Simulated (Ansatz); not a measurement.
Wanted: the native input for an Ansatz 0.2.0 run.

* Task: band structure
* Functional: PBEsol
* Potentials or basis: all-electron LAPW, scalar-relativistic
* Cutoff: 343 eV (chosen from the basis error)
* Basis error allowed: 0.002 eV/atom
* k mesh: 9 × 9 × 9
* Occupations: fermi-dirac, width 0.05 eV
* Spin: no spin polarisation

HfO2:

```
CELL_PARAMETERS angstrom
0.00000 2.55750 2.55750
2.55750 0.00000 2.55750
2.55750 2.55750 0.00000
ATOMIC_POSITIONS crystal
Hf 0.00000 0.00000 0.00000
O 0.75000 0.75000 0.75000
O 0.25000 0.25000 0.25000
```

Measurements of this composition are mostly on another form, of space group No. 14.

One way to write it, as run:

input.yaml

```yaml
crystal:
  lattice:
    - [0.0, 2.5575, 2.5575]
    - [2.5575, 0.0, 2.5575]
    - [2.5575, 2.5575, 0.0]
  atoms:
    - { symbol: Hf, position: [0.0, 0.0, 0.0] }
    - { symbol: O, position: [0.75, 0.75, 0.75] }
    - { symbol: O, position: [0.25, 0.25, 0.25] }
kpoints:
  mp_grid: { grid: [9, 9, 9] }
  band_path:
    path:
      - [0.0, 0.0, 0.0]
      - [0.5, 0.0, 0.5]
      - [0.5, 0.25, 0.75]
      - [0.375, 0.375, 0.75]
      - [0.0, 0.0, 0.0]
      - [0.5, 0.5, 0.5]
      - [0.625, 0.25, 0.625]
      - [0.5, 0.25, 0.75]
    npoints: 6
scf:
  occupations: { method: fermi_dirac, width: 0.05 }
hamiltonian:
  xc: pbesol
  pseudopotentials: { kind: all_electron, lapw: { basis_error: 0.002 } }
output:
  forces: true
  stress: true
  eigenvalues: true
```

Potentials or basis: all-electron LAPW, scalar-relativistic.

Command:

```bash
$ ansatz run input.yaml --threads 2 --pin off --max-ram 6144MiB --backend cpu --events-out ev --progress --plain --runs-dir out
```

Results of the run:

| Item | Value |
| --- | --- |
| Pressure | -10.2 GPa |
| Band gap on the k mesh | 3.69 eV, indirect (least direct gap 3.81 eV) |
| Band gap along the path | 3.59 eV, direct |

Caveat: spin-orbit coupling is left out, which moves the levels of the heavy elements; the mesh misses the band edges, which the band path finds closer together.

Wall time 11 s on 2 threads of Arm Neoverse V2, on a shared host, peak memory 0.34 GiB.
